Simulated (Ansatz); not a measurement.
# Ge: the cost of one run

Program: Ansatz 0.2.0. Level of theory: DFT r2SCAN, scalar-relativistic, plane waves, PAW. These are calculated values, not measurements.

**1. The system as given**

The structure is hexagonal, space group P6_3/mmc (No. 194). Conventional cell: a = 2.936 Å, b = 2.936 Å, c = 4.636 Å, α = 90.00°, β = 90.00°, γ = 120.00°. Ti (site symmetry -6m2) is surrounded by 12 Ti at 2.87 to 2.94 Å.

Coordinates:

```
Ti
1.0
     2.93580    0.00000    0.00000
    -1.46790    2.54247    0.00000
     0.00000    0.00000    4.63619
Ti
2
Direct
  0.33333 0.66667 0.25000
  0.66667 0.33333 0.75000
```

This cell was relaxed beforehand with the same method: volume 17.30 Å³/atom, gap on the mesh none (metal).

**2. Ti → Ge: the starting cell**

Ge starts from the relaxed positions of Ti, with all lengths scaled by 0.823, a guess from tabulated radii.

**3. A first look at the start (Ge)**

input.yaml reads:

```yaml
crystal:
  lattice:
    - [2.415922691, 0.0, 0.0]
    - [-1.2079613455, 2.092250424, 0.0]
    - [0.0, 0.0, 3.8152106115]
  atoms:
    - { symbol: Ge, position: [0.3333333333, 0.6666666667, 0.25] }
    - { symbol: Ge, position: [0.6666666667, 0.3333333333, 0.75] }
basis:
  ecutwfc: 500
kpoints:
  mp_grid: { grid: [12, 12, 6] }
hamiltonian:
  xc: r2scan
scf:
  occupations: { method: gaussian, width: 0.1 }
output:
  forces: true
  stress: true
  eigenvalues: true
```

Command:

```console
ansatz run input.yaml --threads 1 --pin off --max-ram 2560MiB --backend cpu --events-out ev --progress --plain --runs-dir out
```

Q: Estimate wall time and peak memory on 1 thread of Oxide Virtual Turin-like (Zen 5), shared host.

About 1.3 s, with a peak of 0.4 GiB.
